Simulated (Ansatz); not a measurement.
# Rb: the cost of one run

Program: Ansatz 0.2.0. Level of theory: DFT PBE, scalar-relativistic, plane waves, PAW. These are calculated values, not measurements.

1 further run of the same task is left out (set aside as unsound or not needed).

**1. The system as given**

It takes space group I4/mmm (No. 139, tetragonal). The conventional cell has a = 5.909 Å, b = 5.909 Å, c = 5.462 Å, α = 90.00°, β = 90.00°, γ = 90.00°.

Structure file:

```cif
data_structure
_symmetry_space_group_name_H-M 'I4/mmm'
_symmetry_Int_Tables_number 139
_cell_length_a 5.9090
_cell_length_b 5.9090
_cell_length_c 5.4617
_cell_angle_alpha 90.000
_cell_angle_beta 90.000
_cell_angle_gamma 90.000
_cell_volume 190.70
loop_
_atom_site_label
_atom_site_type_symbol
_atom_site_symmetry_multiplicity
_atom_site_Wyckoff_symbol
_atom_site_fract_x
_atom_site_fract_y
_atom_site_fract_z
_atom_site_occupancy
Rb1 Rb 2 a 0.00000 0.00000 0.00000 1
```

It goes back to an entry of the Materials Project, which need not be the stable form.

The cell is taken as given, not relaxed at this level.

**2. The reference: the undisturbed cell on the scan's mesh**

Input file input.yaml:

```yaml
crystal:
  lattice:
    - [-2.9545118615, 2.9545118615, 2.7308451955]
    - [2.9545118615, -2.9545118615, 2.7308451955]
    - [2.9545118615, 2.9545118615, -2.7308451955]
  atoms:
    - { symbol: Rb, position: [0.0, 0.0, 0.0] }
basis:
  ecutwfc: 420
kpoints:
  mp_grid: { grid: [12, 12, 12] }
hamiltonian:
  xc: pbe
scf:
  occupations: { method: gaussian, width: 0.15 }
output:
  forces: true
  stress: true
  eigenvalues: true
```

On the command line:

```
$ ansatz run input.yaml --threads 1 --pin off --max-ram 1228MiB --backend cpu --events-out ev --progress --plain --runs-dir out
```

What time and memory should one allow on 1 thread of an x86-64 CPU, shared host?

About 5 s, with a peak of 0.52 GiB.
